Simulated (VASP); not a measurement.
# KF (Carobbiite) (Fm-3m) in VASP: further runs

Runs on KF (Carobbiite). Level: LDA. Tasks: dielectric tensor, phonons.

Everything below comes from runs of VASP 6.6.1. Logs are shortened: lines on timing, memory, paths and dates and some standing lists are left out, and cuts for length are marked.

### 1 Starting point

It takes space group Fm-3m (No. 225, cubic). The conventional cell has a = 5.169 Å, b = 5.169 Å, c = 5.169 Å, α = 90.00°, β = 90.00°, γ = 90.00°. K (site symmetry m-3m) has 6 F at 2.58 Å as nearest neighbours. Around F (site symmetry m-3m) lie 6 K at 2.58 Å.

### 2 Dielectric tensor, LDA

Contents of INCAR:

```
ALGO = Fast ; EDIFF = 1E-8
ENCUT = 600 ; ISIF = 2
ISMEAR = 0 ; LASPH = True
LCHARG = False ; LEPSILON = True
LREAL = False ; LWAVE = False
NELM = 80 ; PREC = Accurate
SIGMA = 0.03
```

Contents of KPOINTS:

```
k-points
0
Monkhorst-Pack
  14 14 14
```

Contents of POSCAR:

```
KF                                      
1.0
    0.0000000000      2.5842770463      2.5842770463
    2.5842770463      0.0000000000      2.5842770463
    2.5842770463      2.5842770463      0.0000000000
  K               F             
     1     1
Direct
     0.0000000000000000    0.0000000000000000    0.0000000000000000
     0.5000000000000000    0.5000000000000000    0.5000000000000000
```

Potentials or basis: VASP PAW LDA potentials, release 64 (K_sv, F).

Started as:

```
> cat potpaw_LDA.64/K_sv/POTCAR potpaw_LDA.64/F/POTCAR > POTCAR
> mpirun -np 1 vasp_std > vasp.out
```

OUTCAR:

```text
EDIFF = 1E-8
   ENCUT = 600
   ISIF = 2
   ISMEAR = 0
   LASPH = True
   LEPSILON = True
   LREAL = False
   NELM = 80
   PREC = Accurate

 ion  position               nearest neighbor table
   1  0.000  0.000  0.000-   2 2.58   2 2.58   2 2.58   2 2.58   2 2.58   2 2.58
   2  0.500  0.500  0.500-   1 2.58   1 2.58   1 2.58   1 2.58   1 2.58   1 2.58

  LATTYP: Found a face centered cubic cell.
 ALAT       =     5.1685540926

  Lattice vectors:

 A1 = (   0.0000000000,   2.5842770463,   2.5842770463)
 A2 = (   2.5842770463,   0.0000000000,   2.5842770463)
 A3 = (   2.5842770463,   2.5842770463,   0.0000000000)

Analysis of symmetry for initial positions (statically):
=====================================================================
 Subroutine PRICEL returns:
 Original cell was already a primitive cell.

 Routine SETGRP: Setting up the symmetry group for a
 face centered cubic supercell.

 Subroutine GETGRP returns: Found 48 space group operations
 (whereof 48 operations were pure point group operations)
 out of a pool of 48 trial point group operations.

The static configuration has the point symmetry O_h .

Analysis of symmetry for dynamics (positions and initial velocities):
=====================================================================
 Subroutine PRICEL returns:
 Original cell was already a primitive cell.

 Routine SETGRP: Setting up the symmetry group for a
 face centered cubic supercell.

 Subroutine GETGRP returns: Found 48 space group operations
 (whereof 48 operations were pure point group operations)
 out of a pool of 48 trial point group operations.

The dynamic configuration has the point symmetry O_h .

 Subroutine INISYM returns: Found 48 space group operations
 (whereof 48 operations are pure point group operations),
 and found     1 'primitive' translations

----------------------------------------------------------------------------------------

                                     Primitive cell

  volume of cell :      34.5181

  direct lattice vectors                    reciprocal lattice vectors
     0.000000000  2.584277046  2.584277046    -0.193477708  0.193477708  0.193477708
     2.584277046  0.000000000  2.584277046     0.193477708 -0.193477708  0.193477708
     2.584277046  2.584277046  0.000000000     0.193477708  0.193477708 -0.193477708

  length of vectors
     3.654719648  3.654719648  3.654719648     0.335113221  0.335113221  0.335113221

  position of ions in fractional coordinates (direct lattice)
     0.000000000  0.000000000  0.000000000
     0.500000000  0.500000000  0.500000000

  ion indices of the primitive-cell ions
   primitive index   ion index
                 1           1
                 2           2

----------------------------------------------------------------------------------------

 KPOINTS: k-points

Automatic generation of k-mesh.
 Grid dimensions read from file:
 generate k-points for:   14   14   14

 Generating k-lattice:

  Cartesian coordinates                     Fractional coordinates (reciprocal lattice)
    -0.013819836  0.013819836  0.013819836     0.071428571  0.000000000  0.000000000
     0.013819836 -0.013819836  0.013819836     0.000000000  0.071428571  0.000000000
     0.013819836  0.013819836 -0.013819836     0.000000000  0.000000000  0.071428571

  Length of vectors
     0.023936659  0.023936659  0.023936659

  Shift w.r.t. Gamma in fractional coordinates (k-lattice)
     0.500000000  0.500000000  0.500000000

 Subroutine IBZKPT returns following result:
 ===========================================

 Found    280 irreducible k-points:

 Following reciprocal coordinates:
            Coordinates               Weight
[... 79 lines left out ...]
 maximum number of plane-waves:      1175
 NGX is ok and might be reduce to    30
   NGX = 15   NGY = 15   NGZ = 15

--------------------------------------- Ionic step        1  -------------------------------------------

 number of electron      16.0000002 magnetization

 E-fermi :  -2.7493     XC(G=0):  -9.5968

 val. band max:       -2.9446122127   @ k =   0.0357   0.0357   0.0357
 cond. band min:       3.4323230698   @ k =   0.0357   0.0357   0.0357
 fundamental gap:      6.3769352825
 Fermi energy:        -2.7493176973

 k-point     1 :       0.0357    0.0357    0.0357
  band No.  band energies     occupation
      1     -28.3233      2.00000
      2     -21.2085      2.00000
      3     -11.7080      2.00000
      4     -11.7040      2.00000
      5     -11.7040      2.00000
      6      -2.9543      2.00000
      7      -2.9446      2.00000
      8      -2.9446      2.00000
      9       3.4323      0.00000
     10       7.8034      0.00000
     11       7.8527      0.00000
     12       7.8527      0.00000
[... 331 lines left out ...]
 k-point    24 :      -0.2500    0.1071    0.0357
  band No.  band energies     occupation
      1     -28.2107      2.00000
      2     -21.3171      2.00000
      3     -11.9453      2.00000
      4     -11.8048      2.00000
      5     -11.7183      2.00000
      6      -3.6310      2.00000
      7      -3.2926      2.00000
      8      -3.1363      2.00000
      9       5.6234      0.00000
     10       7.0160      0.00000
     11       8.9696      0.00000
     12       9.1371      0.00000

 [... further k-points ...]

  FORCE on cell =-STRESS in cart. coord.  units (eV):
  Direction    XX          YY          ZZ          XY          YZ          ZX
  --------------------------------------------------------------------------------------
  -------------------------------------------------------------------------------------
  Total        0.0032669      0.0032669      0.0032669      0.0000000      0.0000000      0.0000000
  in kB        0.1516353      0.1516353      0.1516353      0.0000000      0.0000000      0.0000000
  external PRESSURE =       0.1516353 kB  Pullay stress =       0.0000000 kB

 VOLUME and BASIS-vectors are now :
 -----------------------------------------------------------------------------
  energy-cutoff  :      600.00
  volume of cell :       34.52
      direct lattice vectors                 reciprocal lattice vectors
     0.000000000  2.584277046  2.584277046    -0.193477708  0.193477708  0.193477708
     2.584277046  0.000000000  2.584277046     0.193477708 -0.193477708  0.193477708
     2.584277046  2.584277046  0.000000000     0.193477708  0.193477708 -0.193477708

 POSITION                                       TOTAL-FORCE (eV/Angst)
 -----------------------------------------------------------------------------------
      0.00000      0.00000      0.00000         0.000000     -0.000000     -0.000000
      2.58428      2.58428      2.58428        -0.000000      0.000000      0.000000
 -----------------------------------------------------------------------------------
    total drift:                                0.000000      0.000000      0.000000

  FREE ENERGIE OF THE ION-ELECTRON SYSTEM (eV)
  ---------------------------------------------------
  free  energy   TOTEN  =        -9.0735967490 eV

  energy  without entropy=       -9.0735967490  energy(sigma->0) =       -9.07359675

 HEAD OF MICROSCOPIC STATIC DIELECTRIC TENSOR (INDEPENDENT PARTICLE, excluding Hartree and local field effects)
 ------------------------------------------------------
           2.246735     0.000000     0.000000
           0.000000     2.246735     0.000000
          -0.000000     0.000000     2.246735
 ------------------------------------------------------

 Free energy of the ion-electron system (eV)
  ---------------------------------------------------
  ---------------------------------------------------
  free energy    TOTEN  =        -0.11213754 eV

  energy without entropy =       -0.11213754

------------------------ aborting loop because EDIFF is reached ----------------------------------------

--------------------------------------- Ionic step        2  -------------------------------------------

------------------------ aborting loop because EDIFF is reached ----------------------------------------

--------------------------------------- Ionic step        3  -------------------------------------------

 Free energy of the ion-electron system (eV)
  ---------------------------------------------------
  ---------------------------------------------------
  free energy    TOTEN  =        -0.11213755 eV

  energy without entropy =       -0.11213755

------------------------ aborting loop because EDIFF is reached ----------------------------------------

 PIEZOELECTRIC TENSOR FIELD DIRECTION 3  (e Angst)
 -----------------------------------------------------------------------------
    -0.00007  0.00000 -0.00000           ( -0.00000  0.00000 -0.00000)
     0.00000 -0.00007  0.00000           (  0.00000 -0.00000  0.00000)
    -0.00000  0.00000 -0.00013           ( -0.00000  0.00000 -0.00001)

 PIEZOELECTRIC TENSOR FIELD DIRECTION 3  (C/m^2)
 -----------------------------------------------------------------------------
    -0.00003  0.00000 -0.00000
     0.00000 -0.00003  0.00000
    -0.00000  0.00000 -0.00006

 MACROSCOPIC STATIC DIELECTRIC TENSOR (including local field effects in DFT)
 ------------------------------------------------------
           2.093761    -0.000000     0.000000
          -0.000000     2.093761    -0.000000
          -0.000000     0.000000     2.093761
 ------------------------------------------------------

 PIEZOELECTRIC TENSOR (including local field effects)  for field in x, y, z        (e  Angst)
          XX          YY          ZZ          XY          YZ          ZX
  --------------------------------------------------------------------------------
  x     0.00000     0.00000     0.00000     0.00000     0.00000     0.00000
  y     0.00000     0.00000     0.00000     0.00000     0.00000     0.00000
  z     0.00000     0.00000     0.00000     0.00000     0.00000     0.00000

 PIEZOELECTRIC TENSOR (including local field effects)  for field in x, y, z        (C/m^2)
          XX          YY          ZZ          XY          YZ          ZX
  --------------------------------------------------------------------------------
  x     0.00000     0.00000     0.00000     0.00000     0.00000     0.00000
  y     0.00000     0.00000     0.00000     0.00000     0.00000     0.00000
  z     0.00000     0.00000     0.00000     0.00000     0.00000     0.00000

 BORN EFFECTIVE CHARGES (including local field effects) (in |e|, cummulative output)
 ---------------------------------------------------------------------------------
 ion    1
    1     1.14886     0.00000     0.00000
    2     0.00000     1.14886     0.00000
    3     0.00000     0.00000     1.14886
 ion    2
    1    -1.14886     0.00000     0.00000
    2     0.00000    -1.14886     0.00000
    3     0.00000     0.00000    -1.14886
```

Wall time 30 min (1 thread of Intel Xeon 6975P-C (Granite Rapids), shared host); peak memory 0.91 GiB.

Results:

| Item | Value |
| --- | --- |
| Electronic dielectric tensor (diagonal) | 2.09 |
| Born charges (mean of the diagonal) | K +1.15; F -1.15 e |

Levels at points of the mesh, in eV from the valence-band top:
```tsv
k point	band 5	band 6	band 7	band 8	band 9	band 10	band 11	band 12
(0.04, 0.04, 0.04)	-8.76	-0.01	0.00	0.00	6.38	10.75	10.80	10.80
```

Electronic dielectric tensor:
```
2.09 0.00 0.00
0.00 2.09 0.00
0.00 0.00 2.09
```

Born effective charge tensors (e):
atom 1, K
```
1.15 0.00 0.00
0.00 1.15 0.00
0.00 0.00 1.15
```
atom 2, F
```
-1.15  0.00  0.00
 0.00 -1.15  0.00
 0.00  0.00 -1.15
```

### 3 Phonons, LDA

Contents of POSCAR:

```
KF
1.0
   -0.0000000000      2.5842770463      2.5842770463
    2.5842770463      0.0000000000      2.5842770463
    2.5842770463      2.5842770463     -0.0000000000
  K               F
     1     1
Direct
     0.0000000000000000    0.0000000000000000    0.0000000000000000
     0.5000000000000000    0.5000000000000000    0.5000000000000000
```

Contents of INCAR.step1:

```
ALGO = Fast ; EDIFF = 1E-8
EDIFFG = -0.002 ; ENCUT = 600
IBRION = 2 ; ISIF = 3
ISMEAR = 0 ; LASPH = True
LCHARG = False ; LREAL = False
LWAVE = False ; NELM = 80
NSW = 40 ; PREC = Accurate
PSTRESS = -15.0 ; SIGMA = 0.03
```

Contents of INCAR.step2:

```
ALGO = Fast ; EDIFF = 1E-8
ENCUT = 600 ; IBRION = 6
ISIF = 2 ; ISMEAR = 0
LASPH = True ; LCHARG = False
LREAL = False ; LWAVE = False
NELM = 80 ; NFREE = 2
NSW = 1 ; POTIM = 0.015
PREC = Accurate ; PSTRESS = -15.0
SIGMA = 0.03
```

Contents of KPOINTS:

```
k-points
0
Gamma
  10 10 10
```

Potentials or basis: VASP PAW LDA potentials, release 64 (K_sv, F).

Started as:

```
> cat potpaw_LDA.64/K_sv/POTCAR potpaw_LDA.64/F/POTCAR > POTCAR
> cp INCAR.step1 INCAR
> mpirun -np 1 vasp_std > vasp.out
> cp CONTCAR POSCAR
> cp INCAR.step2 INCAR
> mpirun -np 1 vasp_std > vasp.out
```

OUTCAR:

```text
EDIFF = 1E-8
   ENCUT = 600
   IBRION = 6
   ISIF = 2
   ISMEAR = 0
   LASPH = True
   LREAL = False
   NELM = 80
   NFREE = 2
   NSW = 1
   POTIM = 0.015
   PREC = Accurate
   PSTRESS = -15.0

 ion  position               nearest neighbor table
   1  0.000  0.000  0.000-   2 2.62   2 2.62   2 2.62   2 2.62   2 2.62   2 2.62
   2  0.500  0.500  0.500-   1 2.62   1 2.62   1 2.62   1 2.62   1 2.62   1 2.62

  LATTYP: Found a face centered cubic cell.
 ALAT       =     5.2346259593

[... 756 lines left out ...]
  x     0.00000     0.00000     0.00000     0.00000     0.00000     0.00000
  y     0.00000     0.00000     0.00000     0.00000     0.00000     0.00000
  z     0.00000     0.00000     0.00000     0.00000     0.00000     0.00000

 INTERNAL STRAIN TENSOR FOR ION    2 for displacements in x,y,z  (eV/Angst):
          X           Y           Z          XY          YZ          ZX
  --------------------------------------------------------------------------------
  x     0.00000     0.00000     0.00000     0.00000     0.00000     0.00000
  y     0.00000     0.00000     0.00000     0.00000     0.00000     0.00000
  z     0.00000     0.00000     0.00000     0.00000     0.00000     0.00000

 Eigenvectors and eigenvalues of the dynamical matrix
 ----------------------------------------------------

   1 f  =    5.856162 THz    36.795351 2PiTHz  195.340535 cm-1    24.219129 meV
             X         Y         Z           dx          dy          dz
      0.000000  0.000000  0.000000    -0.566268    0.000000    0.000000
      2.617313  2.617313  2.617313     0.824221    0.000000    0.000000
[... 21 lines left out ...]
   6 f/i=    0.039743 THz     0.249714 2PiTHz    1.325691 cm-1     0.164365 meV
             X         Y         Z           dx          dy          dz
      0.000000  0.000000  0.000000     0.000000    0.000000    0.824221
      2.617313  2.617313  2.617313     0.000000    0.000000    0.566268

 ELASTIC MODULI CONTR FROM IONIC RELAXATION (kBar)
 Direction    XX          YY          ZZ          XY          YZ          ZX
 --------------------------------------------------------------------------------
 XX           0.0000      0.0000      0.0000      0.0000      0.0000      0.0000
 YY           0.0000      0.0000      0.0000      0.0000      0.0000      0.0000
 ZZ           0.0000      0.0000      0.0000      0.0000      0.0000      0.0000
 XY           0.0000      0.0000      0.0000      0.0000      0.0000      0.0000
 YZ           0.0000      0.0000      0.0000      0.0000      0.0000      0.0000
 ZX           0.0000      0.0000      0.0000      0.0000      0.0000      0.0000
 --------------------------------------------------------------------------------
```

OUTCAR.step1:

```text
EDIFF = 1E-8
   EDIFFG = -0.002
   ENCUT = 600
   IBRION = 2
   ISIF = 3
   ISMEAR = 0
[... 696 lines left out ...]
  --------------------------------------------------------------------------------------
  -------------------------------------------------------------------------------------
  Total       -0.3355186     -0.3355186     -0.3355186     -0.0000000      0.0000000      0.0000000
  in kB      -14.9909858    -14.9909858    -14.9909858     -0.0000000      0.0000000      0.0000000
  external PRESSURE =       0.0090142 kB  Pullay stress =     -15.0000000 kB
[... 21 lines left out ...]
  energy  without entropy=       -9.0671249049  energy(sigma->0) =       -9.06712490

  enthalpy is  TOTEN    =        -9.4028452409 eV   P V=       -0.3357203360

 reached required accuracy - stopping structural energy minimisation
```

Run time: 3.8 min. Hardware: 1 thread of Intel Xeon 6975P-C (Granite Rapids), shared host; peak memory 0.22 GiB.

Results:

```
Relaxed volume                                          : 17.93 Å³/atom
Relaxed cell                                            : a = 3.701 Å, b = 3.701 Å, c = 3.701 Å, α = 60.00°, β = 60.00°, γ = 60.00°
Space group after relaxing (to 0.05 Å)                  : Fm-3m (No. 225)
Highest phonon frequency at Γ, LO-TO splitting left out : 195 cm⁻¹
```

Step by step:
```
step  energy change (eV)  largest force (eV/Å)  pressure (GPa)  volume (Å³)
   1              0.0000                0.0000            0.00        34.52
   2              0.0024                0.0000           -0.95        35.33
   3              0.0062                0.0000           -1.47        35.83
   4              0.0064                0.0000           -1.50        35.86
```

Final structure:
```xyz
2
Lattice="0.0000 2.6173 2.6173 2.6173 0.0000 2.6173 2.6173 2.6173 0.0000" Properties=species:S:1:pos:R:3 pbc="T T T"
K     2.6173    2.6173    0.0000
F     2.6173    2.6173    2.6173
```

Phonon frequencies in cm⁻¹ (negative: imaginary):
```tsv
q point	frequencies
(0.000, 0.000, 0.000)	-1 -1 -1 195 195 195
```

[end of part 1 of 2]
